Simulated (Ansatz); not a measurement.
Crystal: Hf.

```
Hf
1.0
    -1.80500    1.80500    1.80500
     1.80500   -1.80500    1.80500
     1.80500    1.80500   -1.80500
Hf
1
Direct
  0.00000 0.00000 0.00000
```

This isn't the form of Hf at room conditions, which is hcp.

| Item | Value |
| --- | --- |
| Program | Ansatz 0.2.0 |
| Task | relaxation of cell and atoms |
| Functional | revPBE |
| Dispersion | D4 |
| Potentials or basis | Ansatz PAW |
| Cutoff | 420 eV (not typed: the program's choice for these potentials) |
| k mesh | 10 × 10 × 10 |
| Occupations | fermi-dirac, width 0.05 eV |
| Spin | no spin polarisation |

At the start: volume 23.52 Å³/atom.

Question: How do energy, volume and symmetry change on relaxing?

Answer: It ends after 5 steps and the volume is 22.35 Å³/atom (-5.0 %); space group Im-3m (No. 229, to 0.05 Å).

The path:
```
step  energy change (eV)  largest force (eV/Å)  volume (Å³)
   1              0.0000                0.0000        23.52
   2             -0.0021                0.0000        21.30
   3             -0.0182                0.0000        22.41
   4             -0.0183                0.0000        22.35
   5             -0.0180                0.0000        22.35
```

Final structure:
```yaml
crystal:
  lattice:
    - [-1.77440, 1.77440, 1.77440]
    - [1.77440, -1.77440, 1.77440]
    - [1.77440, 1.77440, -1.77440]
  atoms:
    - { symbol: Hf, position: [0.00000, 0.00000, 0.00000] }
```

Caveat: the plane-wave basis is chosen anew once the cell has moved, so the energies of steps on either side of that aren't comparable; pairwise dispersion overbinds metals, which lowers pressure and volume; the PAW data sets come from PBE, with cores solved anew for the run's functional, which leaves a small shift of forces and pressure.
